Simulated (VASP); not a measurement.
# BN (F-43m) in VASP: further runs

Aim: see how the results for BN move with the level of theory and the settings. Levels: LAK, HSE06, TB-mBJ, optB88-vdW, B3LYP. Tasks: band structure, optical spectrum.

All numbers are computed with VASP 6.6.1; they aren't measurements. Logs are shortened: lines on timing, memory, paths and dates and some standing lists are left out, and cuts for length are marked.

**What was measured.**

From a printed reference work, monograph, for a bulk crystal of BN at 300 K: band gap 6.4 eV (indirect).

How close the calculation comes is told below.

### Step 1. The crystal as given

It takes space group F-43m (No. 216, cubic). The conventional cell has a = 3.626 Å, b = 3.626 Å, c = 3.626 Å, α = 90.00°, β = 90.00°, γ = 90.00°. N (site symmetry -43m) has 4 B at 1.57 Å as nearest neighbours. B (site symmetry -43m) is surrounded by 4 N at 1.57 Å.

The cell is a database's computed one.

### Step 2. Band structure, LAK

File INCAR:

```
PREC = Accurate ; ENCUT = 520
EDIFF = 1E-7 ; ISMEAR = -1
SIGMA = 0.05 ; LREAL = F
LASPH = T ; NELM = 100
ALGO = Normal ; ISIF = 2
LWAVE = F ; LCHARG = F
METAGGA = LAK ; LMIXTAU = T
```

File KPOINTS:

```
Automatic mesh
0
Gamma
  13 13 13
```

File POSCAR:

```
BN
1.0
    0.0000000000      1.8130010000      1.8130010000
    1.8130010000      0.0000000000      1.8130010000
    1.8130010000      1.8130010000      0.0000000000
N B
1 1
Direct
    0.2500000000      0.2500000000      0.2500000000
    0.0000000000      0.0000000000      0.0000000000
```

File KPOINTS_OPT:

```
path GXWKGLUWLK,UX
15
line-mode
reciprocal
 0.0000000000  0.0000000000  0.0000000000  G
 0.5000000000  0.0000000000  0.5000000000  X

 0.5000000000  0.0000000000  0.5000000000  X
 0.5000000000  0.2500000000  0.7500000000  W

 0.5000000000  0.2500000000  0.7500000000  W
 0.3750000000  0.3750000000  0.7500000000  K

 0.3750000000  0.3750000000  0.7500000000  K
 0.0000000000  0.0000000000  0.0000000000  G

 0.0000000000  0.0000000000  0.0000000000  G
 0.5000000000  0.5000000000  0.5000000000  L

 0.5000000000  0.5000000000  0.5000000000  L
 0.6250000000  0.2500000000  0.6250000000  U

 0.6250000000  0.2500000000  0.6250000000  U
 0.5000000000  0.2500000000  0.7500000000  W

 0.5000000000  0.2500000000  0.7500000000  W
 0.5000000000  0.5000000000  0.5000000000  L

 0.5000000000  0.5000000000  0.5000000000  L
 0.3750000000  0.3750000000  0.7500000000  K

 0.6250000000  0.2500000000  0.6250000000  U
 0.5000000000  0.0000000000  0.5000000000  X
```

Potentials or basis: VASP PAW PBE potentials, release 64 (N, B).

Launch:

```sh
> cat potpaw_PBE.64/N/POTCAR potpaw_PBE.64/B/POTCAR > POTCAR
> mpirun -np 1 vasp_std > vasp.out
```

OUTCAR:

```text
PREC = Accurate
   ENCUT = 520
   EDIFF = 1E-7
   ISMEAR = -1
   LREAL = F
   LASPH = T
   NELM = 100
   ISIF = 2
   METAGGA = LAK

 ion  position               nearest neighbor table
   1  0.250  0.250  0.250-   2 1.57   2 1.57   2 1.57   2 1.57
   2  0.000  0.000  0.000-   1 1.57   1 1.57   1 1.57   1 1.57

  LATTYP: Found a face centered cubic cell.
 ALAT       =     3.6260020000

  Lattice vectors:

 A1 = (   0.0000000000,   1.8130010000,   1.8130010000)
 A2 = (   1.8130010000,   0.0000000000,   1.8130010000)
 A3 = (   1.8130010000,   1.8130010000,   0.0000000000)

Analysis of symmetry for initial positions (statically):
=====================================================================
 Subroutine PRICEL returns:
 Original cell was already a primitive cell.

 Routine SETGRP: Setting up the symmetry group for a
 face centered cubic supercell.

 Subroutine GETGRP returns: Found 24 space group operations
 (whereof 24 operations were pure point group operations)
 out of a pool of 48 trial point group operations.

The static configuration has the point symmetry T_d .

Analysis of symmetry for dynamics (positions and initial velocities):
=====================================================================
 Subroutine PRICEL returns:
 Original cell was already a primitive cell.

 Routine SETGRP: Setting up the symmetry group for a
 face centered cubic supercell.

 Subroutine GETGRP returns: Found 24 space group operations
 (whereof 24 operations were pure point group operations)
 out of a pool of 48 trial point group operations.

The dynamic configuration has the point symmetry T_d .

 Subroutine INISYM returns: Found 24 space group operations
 (whereof 24 operations are pure point group operations),
 and found     1 'primitive' translations

----------------------------------------------------------------------------------------

                                     Primitive cell

  volume of cell :      11.9186

  direct lattice vectors                    reciprocal lattice vectors
     0.000000000  1.813001000  1.813001000    -0.275785838  0.275785838  0.275785838
     1.813001000  0.000000000  1.813001000     0.275785838 -0.275785838  0.275785838
     1.813001000  1.813001000  0.000000000     0.275785838  0.275785838 -0.275785838

  length of vectors
     2.563970603  2.563970603  2.563970603     0.477675083  0.477675083  0.477675083
[... 82 lines left out ...]
   LREAL  =      F    real-space projection
   EDIFFG = 0.1E-05   stopping-criterion for IOM
   NSW    =      0    number of steps for IOM
   IBRION =     -1    ionic relax: 0-MD 1-quasi-New 2-CG
   NFREE  =      0    steps in history (QN), initial steepest desc. (CG)
   ISIF   =      2    stress and relaxation
   ISYM   =      2    0-nonsym 1-usesym 2-fastsym
   POTIM  = 0.5000    time-step for ionic-motion
   TEBEG  =    0.0;   TEEND  =   0.0 temperature during run
   PSTRESS=    0.0 pullay stress
   NELECT =       8.0000    total number of electrons
   NUPDOWN=      -1.0000    fix difference up-down
   EMIN   =  10.00;   EMAX   =-10.00  energy-range for DOS
   EFERMI =   0.00;   METHOD = LEGACY
   ISMEAR =    -1;   SIGMA  =   0.05  broadening in eV -4-tet -1-fermi 0-gaus
   EFERMI_NEDOS =   21; number of points for ismear=-14 and -15
   IALGO  =     38    algorithm
   IMIX   =      4    mixing-type and parameters
     AMIX     =   0.40;   BMIX     =  1.00
     AMIX_MAG =   1.60;   BMIX_MAG =  1.00
  volume/ion in A,a.u.               =       5.96        40.22
  Fermi-wavevector in a.u.,A,eV,Ry     =   1.433387  2.708709 27.954506  2.054598
  Thomas-Fermi vector in A             =   2.552911
   LORBIT       =      0    0 simple, 1 ext, 2 COOP (PROOUT), +10 PAW based schemes
   METAGGA = LAK    functional components
   LHFCALC =     F    Hartree Fock is set to
   AEXX    =    0.0000 exact exchange contribution
   IVDW    =     0    specifies the selected vdW correction
   LEPSILON=     F    determine dielectric tensor
   LRPA    =     F    only Hartree local field effects (RPA)
 non-spin polarized calculation
  energy-cutoff  :      520.00
  volume of cell :       11.92
 maximum number of plane-waves:       331
   NGX =  9   NGY =  9   NGZ =  9

 number of electron       7.9999999 magnetization

 Free energy of the ion-electron system (eV)
  ---------------------------------------------------
  ext. energy  EPLUGINS =         0.00000000
  ---------------------------------------------------
  free energy    TOTEN  =       -17.90884273 eV

  energy without entropy =      -17.90884273  energy(sigma->0) =      -17.90884273

 E-fermi :   8.1778     XC(G=0): -13.4322

 val. band max:        7.2224593415   @ k =   0.0000   0.0000   0.0000
 cond. band min:      12.7781746834   @ k =   0.4615   0.4615   0.0000
 fundamental gap:      5.5557153419
 Fermi energy:         8.1777632944

 k-point     1 :       0.0000    0.0000    0.0000
  band No.  band energies     occupation
      1     -14.2787      2.00000
      2       7.2225      2.00000
      3       7.2225      2.00000
      4       7.2225      2.00000
      5      16.9345      0.00000
      6      16.9345      0.00000
      7      16.9345      0.00000
      8      18.7050      0.00000
[... 243 lines left out ...]
 k-point    24 :       0.4615    0.1538    0.0000
  band No.  band energies     occupation
      1     -10.2949      2.00000
      2      -2.3751      2.00000
      3       3.7956      2.00000
      4       4.2714      2.00000
      5      17.1573      0.00000
      6      20.4455      0.00000
      7      20.9122      0.00000
      8      23.4097      0.00000

 [... further k-points ...]

------------------------ aborting loop because EDIFF is reached ----------------------------------------

  FORCE on cell =-STRESS in cart. coord.  units (eV):
  Direction    XX          YY          ZZ          XY          YZ          ZX
  --------------------------------------------------------------------------------------
  -------------------------------------------------------------------------------------
  Total        0.0038994      0.0038994      0.0038994     -0.0000000     -0.0000000     -0.0000000
  in kB        0.5241852      0.5241852      0.5241852     -0.0000000     -0.0000000     -0.0000000
  external PRESSURE =       0.5241852 kB  Pullay stress =       0.0000000 kB

 VOLUME and BASIS-vectors are now :
 -----------------------------------------------------------------------------
  energy-cutoff  :      520.00
  volume of cell :       11.92
      direct lattice vectors                 reciprocal lattice vectors
     0.000000000  1.813001000  1.813001000    -0.275785838  0.275785838  0.275785838
     1.813001000  0.000000000  1.813001000     0.275785838 -0.275785838  0.275785838
     1.813001000  1.813001000  0.000000000     0.275785838  0.275785838 -0.275785838

 POSITION                                       TOTAL-FORCE (eV/Angst)
 -----------------------------------------------------------------------------------
      0.90650      0.90650      0.90650        -0.000000      0.000000     -0.000000
      0.00000      0.00000      0.00000         0.000000     -0.000000      0.000000
 -----------------------------------------------------------------------------------
    total drift:                                0.000001      0.000001      0.000001

  FREE ENERGIE OF THE ION-ELECTRON SYSTEM (eV)
  ---------------------------------------------------
  free  energy   TOTEN  =       -17.9088427273 eV

  energy  without entropy=      -17.9088427272  energy(sigma->0) =      -17.90884273
```

OSZICAR:

```text
N       E                     dE             d eps       ncg     rms          rms(c)
DAV:   1     0.289888267855E+01    0.28989E+01   -0.53455E+03  1376   0.100E+03
DAV:   2    -0.240578683547E+02   -0.26957E+02   -0.26091E+02  1872   0.175E+02
DAV:   3    -0.242498049810E+02   -0.19194E+00   -0.19194E+00  1544   0.183E+01
[... 25 lines left out ...]
DAV:   4    -0.547911047381E+03   -0.14731E-01     1832
DAV:   5    -0.547911054044E+03   -0.66635E-05     1496
DAV:   6    -0.547911054056E+03   -0.11606E-07     1720
       N       E                     dE             ncg
DAV:   1     0.716612031771E+04   -0.29143E+05     1144
DAV:   2     0.571220140516E+04   -0.14539E+04     1360
DAV:   3     0.570130719270E+04   -0.10894E+02     1440
DAV:   4     0.570130154836E+04   -0.56443E-02     1456
DAV:   5     0.570130154673E+04   -0.16260E-05     1304
DAV:   6     0.570130154673E+04   -0.21928E-08     1456
```

Wall time 72 s (1 thread of Intel Xeon Platinum 8259CL at 2.50GHz (Skylake/Cascade Lake), shared host); peak memory 0.13 GiB.

What came out:

* Free energy: -17.9088 eV
* Pressure: 0.1 GPa
* Band gap on the k mesh: 5.56 eV, indirect (least direct gap 9.71 eV)
* Band gap along the path: 5.48 eV, indirect (least direct gap 9.71 eV)

Levels at the corners of the path, in eV from the valence-band top:
```csv
point,band 1,band 2,band 3,band 4,band 5,band 6,band 7,band 8
Γ,-21.50,0.00,0.00,0.00,9.71,9.71,9.71,11.48
X,-15.92,-9.34,-5.10,-5.10,5.48,10.15,19.67,19.67
X,-15.92,-9.34,-5.10,-5.10,5.48,10.15,19.67,19.67
W,-15.66,-8.07,-7.12,-6.58,10.86,14.53,15.79,15.92
W,-15.66,-8.07,-7.12,-6.58,10.86,14.53,15.79,15.92
K,-15.87,-8.57,-7.78,-4.25,7.95,14.04,17.30,18.27
K,-15.87,-8.57,-7.78,-4.25,7.95,14.04,17.30,18.27
Γ,-21.50,0.00,0.00,0.00,9.71,9.71,9.71,11.48
Γ,-21.50,0.00,0.00,0.00,9.71,9.71,9.71,11.48
L,-17.33,-11.00,-2.04,-2.04,11.03,11.74,11.74,17.09
L,-17.33,-11.00,-2.04,-2.04,11.03,11.74,11.74,17.09
U,-15.87,-8.57,-7.78,-4.25,7.95,14.04,17.30,18.27
U,-15.87,-8.57,-7.78,-4.25,7.95,14.04,17.30,18.27
W,-15.66,-8.07,-7.12,-6.58,10.86,14.53,15.79,15.92
W,-15.66,-8.07,-7.12,-6.58,10.86,14.53,15.79,15.92
L,-17.33,-11.00,-2.04,-2.04,11.03,11.74,11.74,17.09
L,-17.33,-11.00,-2.04,-2.04,11.03,11.74,11.74,17.09
K,-15.87,-8.57,-7.78,-4.25,7.95,14.04,17.30,18.27
U,-15.87,-8.57,-7.78,-4.25,7.95,14.04,17.30,18.27
X,-15.92,-9.34,-5.10,-5.10,5.48,10.15,19.67,19.67
```

Caveat: the PAW data sets were made with another functional, which shifts forces and pressure a little.

(Continued in part 2 of 4.)
